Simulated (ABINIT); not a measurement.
Runs of ABINIT 10.8.3 (patched build) on SiC (Moissanite). It takes space group P6_3mc (No. 186, hexagonal). The conventional cell has a = 3.076 Å, b = 3.076 Å, c = 5.048 Å, α = 90.00°, β = 90.00°, γ = 120.00°. Around Si (site symmetry 3m) lie 4 C at 1.87 to 1.94 Å. C (site symmetry 3m) is surrounded by 4 Si at 1.87 to 1.94 Å. 

| task | level | potentials or basis | cell | cutoff (eV) | cell freedom (optcell) | cutoff smearing ecutsm (Ha) | optimiser (ionmov) | force stop (Ha/bohr) | fine-grid cutoff | gap on the mesh (eV) | pressure (GPa) | relaxed volume (Å³/atom) | largest force (eV/Å) |
| --- | --- | --- | --- | --- | --- | --- | --- | --- | --- | --- | --- | --- | --- |
| relaxation of cell and atoms | BLYP | JTH PAW PBE v2.0 | relaxed | 626 | 2 | 0.5 | 2 | 5e-05 | 1224.51 eV | 2.82 | 0.0 | 10.76 | - |
| band structure | PBE | PseudoDojo NC SR PBE v0.5 stringent | as given | 1116 | - | - | - | - | - | 2.49 | 3.7 | - | 0.76 |
| relaxation of cell and atoms | AM05 | JTH PAW PBE v2.0 | relaxed | 626 | 2 | 0.5 | 2 | 5e-05 | 1224.51 eV | (a) | 0.0 | (b) | - |
| relaxation of cell and atoms | LDA | JTH PAW PBE v2.0 | relaxed | 626 | 2 | 0.5 | 2 | 5e-05 | 1224.51 eV | 2.28 | 0.0 | 10.16 | - |
| band structure | PBE | PseudoDojo NC SR PBE v0.4 stringent | as given | 1116 | - | - | - | - | - | 2.49 | 3.7 | - | 0.76 |

Alike in all rows: no spin polarisation; k mesh 10 × 10 × 5; smearing fermi-dirac 0.05 eV.

Q: Fill in the values left out.

A: (a) 2.30; (b) 10.30.

Caveats: the PAW data sets were made with another functional, which shifts forces and pressure a little (some runs); an odd mesh through Γ misses points on the zone boundary, where band edges often lie (some runs); the mesh misses the band edges, which the band path finds closer together (some runs).
